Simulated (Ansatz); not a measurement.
# Relaxing PbI$_{2}$ in the CdI2 type

First guess:

```
CELL_PARAMETERS angstrom
4.16498 0.00000 0.00000
-2.08249 3.60698 0.00000
0.00000 0.00000 6.66397
ATOMIC_POSITIONS crystal
Pb 0.00000 0.00000 0.00000
I 0.33333 0.66667 0.25000
I 0.66667 0.33333 0.75000
```

These are results of DFT, PBE, PAW with Ansatz's default frozen-core files, scalar-relativistic (Ansatz 0.2.0), not measurements.

Cell and atoms relax within the symmetry of the start on a 11×11×6 k mesh with 0.03 eV Fermi–Dirac smearing.

The start is built from a prototype, known or not as a phase of this compound; the cutoff is 420 eV.

No spin–orbit coupling, which matters for the heavy atoms here.

(1) What is the pressure of the first guess?

(2) What does it relax to?

(3) How much energy does the relaxation release?

Results:

(1) 16.37 GPa.

(2) a = 4.677 Å, b = 4.677 Å, c = 7.850 Å, α = 90.00°, β = 90.00°, γ = 120.00° (conventional cell), 49.57 Å³ per atom:
Space group P-3m1 (No. 164). a = 4.677 Å, b = 4.677 Å, c = 7.850 Å, α = 90.00°, β = 90.00°, γ = 120.00°
| atom | site | symmetry | x | y | z |
| --- | --- | --- | --- | --- | --- |
| Pb | 1a | -3m. | 0.0000 | 0.0000 | 0.0000 |
| I | 2d | 3m. | 0.3333 | 0.6667 | 0.2366 |

(3) 510 meV/atom.
